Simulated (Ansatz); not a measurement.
Results of r²SCAN (PAW; Ansatz, a first-principles code) for spinel MgAl2O4.

Numerical settings: plane-wave cutoff 560 eV, 8×8×8 k mesh, Fermi–Dirac smearing 0.01 eV, scalar-relativistic PAW data made under PBE.

Shape and atoms are relaxed at each volume.

Pressure at four volumes; x = ln(V/9.433 Å³). One pressure is withheld.

```tsv
V (Å³/atom)	x	P (GPa)
9.056	-0.0408	8.90
9.433	0.0000	0.01
9.622	0.0198	-3.81
9.811	0.0393	?
```

**Question.** Pass a parabola P(x) through the three rows shown, estimate the bulk modulus and its pressure derivative near zero pressure, and predict the withheld pressure.

**Answer.** Slopes between the rows: (0.01 − (8.90))/(0.0000 − (-0.0408)) = -217.89 and (-3.81 − (0.01))/(0.0198 − (0.0000)) = -192.93 GPa. Their difference over the span 0.0606 is c = 24.96/0.0606 = 411.9 GPa, so P(x) = 8.90 + (-217.89)(x − (-0.0408)) + 411.9 (x − (-0.0408))(x − (0.0000)). At the middle row B = −dP/dx = −[-217.89 + 411.9 × 0.0408] = 201.1 GPa, and B′ = dB/dP = 2c/B = 4.1. At x = 0.0393 the parabola gives -7.26 GPa; the run gives -7.27 GPa. The Birch–Murnaghan fit to the energies at all volumes has B0 = 201 GPa and B′ = 4.0.

Measured, for comparison: bulk modulus 195 GPa (300 K, copied from a table, unchecked, not corrected to a static lattice; as tabulated in BurnMan's mineral tables). Computed (rounded) less measured: bulk modulus not scored (unchecked). A static lattice is as a rule a little smaller and stiffer than an uncorrected measurement, which can account for part of this.

Note: the bulk modulus comes from volumes at which shape and atoms were relaxed.
